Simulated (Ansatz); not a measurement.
# Pb (beta tin type): the cost of one run

Program: Ansatz 0.2.0. Level of theory: DFT, PBE, PAW with Ansatz's default frozen-core files, scalar-relativistic. These are calculated values, not measurements.

1 further run of the same task is left out (it didn't finish). Runs told in other sessions of the task aren't counted.

**1. The system as given**

Symmetry: I4_1/amd, No. 141, tetragonal system. The conventional cell has a = 6.206 Å, b = 6.206 Å, c = 3.414 Å, α = 90.00°, β = 90.00°, γ = 90.00°. Pb (site symmetry -4m2) is surrounded by 6 Pb at 3.22 to 3.41 Å.

Coordinates:

```
CELL_PARAMETERS angstrom
-3.10319 3.10319 1.70676
3.10319 -3.10319 1.70676
3.10319 3.10319 -1.70676
ATOMIC_POSITIONS crystal
Pb 0.62500 0.87500 0.75000
Pb 0.37500 0.12500 0.25000
```

Whether this phase is the stable one at these pressures isn't tested.

Atoms are numbered in the order of the input: Pb1, Pb2.

**2. Cell relaxed at zero pressure, PAW**

input.yaml

```yaml
crystal:
  lattice:
    - [-3.1031916172, 3.1031916172, 1.7067553895]
    - [3.1031916172, -3.1031916172, 1.7067553895]
    - [3.1031916172, 3.1031916172, -1.7067553895]
  atoms:
    - { symbol: Pb, position: [-0.375, -0.125, -0.25] }
    - { symbol: Pb, position: [0.375, 0.125, 0.25] }
kpoints:
  mp_grid: { grid: [14, 14, 14] }
scf:
  occupations: { method: fermi_dirac, width: 0.05 }
hamiltonian:
  xc: pbe
  pseudopotentials: { kind: paw }
output:
  forces: true
  stress: true
relax:
  f_tol: 0.005
  max_steps: 40
  cell: {}
```

Started as:

```bash
> ansatz run input.yaml --threads 1 --pin off --max-ram 2048MiB --backend cpu --events-out ev --progress --plain --runs-dir out
```

Q: Estimate wall time and peak memory on 1 thread of Arm Neoverse V1, shared host.

About 54 s, with a peak of 0.51 GiB.
